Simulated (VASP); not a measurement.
Input of a VASP 6.6.1 run:

File INCAR:

```
PREC = Accurate
ENCUT = 600
EDIFF = 1E-6
ISMEAR = 0
SIGMA = 0.03
LREAL = F
LASPH = T
NELM = 80
ALGO = Normal
ISIF = 3
LWAVE = F
LCHARG = F
GGA = PS
IBRION = 2
NSW = 90
EDIFFG = -0.01
LATTICE_CONSTRAINTS = .TRUE. .TRUE. .FALSE.
```

File KPOINTS:

```
Automatic mesh
0
Gamma
  9 9 1
```

File POSCAR:

```
ZrSe2
1.0
    3.7980000000      0.0000000000      0.0000000000
   -1.8990000000      3.2891644800      0.0000000000
    0.0000000000      0.0000000000     21.0960000000
Se Zr
2 1
Direct
    0.6666666700      0.3333333300      0.4266211600
    0.3333333300      0.6666666700      0.5733788400
    0.0000000000      0.0000000000      0.5000000000
```

Potentials or basis: VASP PAW PBE potentials, release 64 (Se, Zr_sv).

Run with:

```sh
$ cat potpaw_PBE.64/Se/POTCAR potpaw_PBE.64/Zr_sv/POTCAR > POTCAR
$ mpirun -np 1 vasp_std > vasp.out
```

Task: Estimate the relaxed cell.

Result: a = 3.741 Å, b = 3.741 Å, c = 21.096 Å, α = 90.00°, β = 90.00°, γ = 120.00°.

Task: Estimate the relaxed volume.

Result: 85.24 Å³/atom.

Step by step:
```
step  energy change (eV)  largest force (eV/Å)  pressure (GPa)  volume (Å³)
   1              0.0000                0.0546           -0.29       263.54
   2             -0.0068                0.2664            0.32       256.78
   3             -0.0078                0.2093            0.15       258.53
   4             -0.0112                0.1394            0.10       257.58
   5             -0.0138                0.0124            0.01       255.87
   6             -0.0138                0.0026           -0.01       255.73
```

Caveat: the PAW data sets were made with another functional, which shifts forces and pressure a little.
